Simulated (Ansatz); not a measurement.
**Hf in Ansatz: the effect of target pressure**

The system is Hf.

```
Hf
1.0
     3.19670    0.00000    0.00000
    -1.59835    2.76842    0.00000
     0.00000    0.00000    5.05780
Hf
2
Direct
  0.66667 0.33333 0.75000
  0.33333 0.66667 0.25000
```

Alike in all runs:

```yaml
Program: Ansatz 0.2.0
Task: relaxation of cell and atoms
Functional: PBEsol
Potentials_or_basis: Ansatz PAW
Cutoff: "420 eV (not typed: the program's choice for these potentials)"
k_mesh: 10 × 10 × 5
Occupations: fermi-dirac, width 0.05 eV
Spin: no spin polarisation
```

Each run relaxes the cell or the atoms first.

```csv
target pressure,relaxed volume (Å³/atom)
0 GPa,21.57
2 GPa,?
5 GPa,20.70
10 GPa,19.97
20 GPa,18.78
30 GPa,17.83
```

What does the run with target pressure 2 GPa give?

Relaxed volume 21.20 Å³/atom.

Worked out: In Murnaghan's law V^(-B') rises as a straight line in P. The other rows fit best with B' = 3.2, V0 = 21.57 Å³/atom and B0 = 115 GPa, which gives 21.20 Å³/atom at 2 GPa, against the run's 21.20.

Caveats: the plane-wave basis is chosen anew once the cell has moved, so the energies of steps on either side of that aren't comparable; the PAW data sets come from PBE, with cores solved anew for the run's functional, which leaves a small shift of forces and pressure; the volume moved by over 15 % at a fixed basis, so the end points are rough (some runs).
